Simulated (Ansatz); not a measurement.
# P: the cost of one run

Computed with Ansatz 0.2.0 (DFT PBE+D3(BJ), scalar-relativistic, plane waves, PAW, unless a step's input says otherwise).

6 further runs of the same task are left out: 1 that didn't finish, 5 set aside as unsound or not needed.

### 1 The system as given

The structure is trigonal, space group R-3m (No. 166). Conventional cell: a = 3.428 Å, b = 3.428 Å, c = 8.757 Å, α = 90.00°, β = 90.00°, γ = 120.00°. Around P (site symmetry 3m) lie 6 P at 2.30 to 2.64 Å.

Coordinates:

```xyz
2
Lattice="1.7139 0.9895 2.9189 -1.7139 0.9895 2.9189 0.0000 -1.9790 2.9189" Properties=species:S:1:pos:R:3 pbc="T T T"
P     0.0000    0.0000    2.0461
P     0.0000    0.0000    6.7106
```

It goes back to an entry of the Materials Project, which need not be the stable form.

It is the result of an earlier relaxation at this level (volume 14.85 Å³/atom; gap on the mesh: none (metal)).

### 2 The reference cell

Reference values: F = -1512.1808 eV; pressure -0.13 GPa; largest force 0.031 eV/Å; gap on the mesh none (metal). It was computed beforehand with the settings of the runs below.

### 3 The scan: energy and stress against strain

The cell is strained by ε times the Voigt pattern (1, 0, 0, 0, 0, 0) (xx, yy, zz, yz, xz, xy; engineering shear), with fractional coordinates fixed (clamped ions). The stress on the pattern is the sum of the stress components weighted by it, tension positive.

### 4 ε = -0.0400

input.yaml reads:

```yaml
crystal:
  lattice:
    - [1.6452967501, 0.98949221, 2.9189069803]
    - [-1.6452967501, 0.98949221, 2.9189069803]
    - [0.0, -1.9789844199, 2.9189069803]
  atoms:
    - { symbol: P, position: [0.2336660455, 0.2336660455, 0.2336660455] }
    - { symbol: P, position: [0.7663339545, 0.7663339545, 0.7663339545] }
basis:
  ecutwfc: 420
kpoints:
  mp_grid: { grid: [24, 24, 24] }
hamiltonian:
  xc: pbe
  dispersion: d3bj
scf:
  occupations: { method: gaussian, width: 0.15 }
output:
  forces: true
  stress: true
  eigenvalues: true
  write_density: true
  write_potential: true
  elf: true
  volumetric_format: npy
```

The run is started by

```sh
> ansatz run input.yaml --threads 1 --pin off --max-ram 2560MiB --backend cpu --events-out ev --progress --plain --runs-dir out
```

What time and memory should one allow on 1 thread of Arm Neoverse V1, shared host?

About 76 s, with a peak of 1.2 GiB.
